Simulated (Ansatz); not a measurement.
**CoSi2 under changes of volume**

One of the cells (12.804 Å³/atom); the others are scaled copies at fixed shape and fractional positions:

```
Co Si
1.0
     0.00000    2.67800    2.67800
     2.67800    0.00000    2.67800
     2.67800    2.67800    0.00000
Co Si
1 2
Direct
  0.00000 0.00000 0.00000
  0.75000 0.75000 0.75000
  0.25000 0.25000 0.25000
```

```yaml
Program: Ansatz 0.2.0
Functional: BLYP
Dispersion: D4
Potentials_or_basis: Ansatz PAW
Cutoff: "420 eV (not typed: the program's choice for these potentials)"
k_mesh: 9 × 9 × 9
Occupations: tetrahedron
Spin: collinear spin, random start
Starting_moments: "[4.0, 0.0, 0.0] μB"
Fixed_moment: 4 μB
```

```tsv
volume (Å³/atom)	energy over the lowest point (meV/atom)	pressure (GPa)
12.036	318.58	47.0
12.292	247.08	41.6
12.548	183.79	36.7
12.804	127.58	32.3
13.060	?	?
13.316	36.46	24.5
13.572	0.00	21.2
```

Task: What does the run at 13.060 Å³/atom give?

Result: Energy over the lowest point 78.71 meV/atom; pressure 28.2 GPa.

Worked out: A Birch-Murnaghan fit of order 3 (a polynomial in V^(-2/3)) to the other rows has no minimum within the range. It gives 78.79 meV/atom at 13.060 Å³/atom, against the run's 78.71, and -dE/dV = 28.5 GPa, against 28.2.

Energies are extrapolated to zero smearing.

Caveats: the total moment is fixed, so each spin has its own Fermi level; the PAW data sets come from PBE, with cores solved anew for the run's functional, which leaves a small shift of forces and pressure; with tetrahedron occupations forces and stress needn't match the slope of the energy; the thresholds are loose for stress.
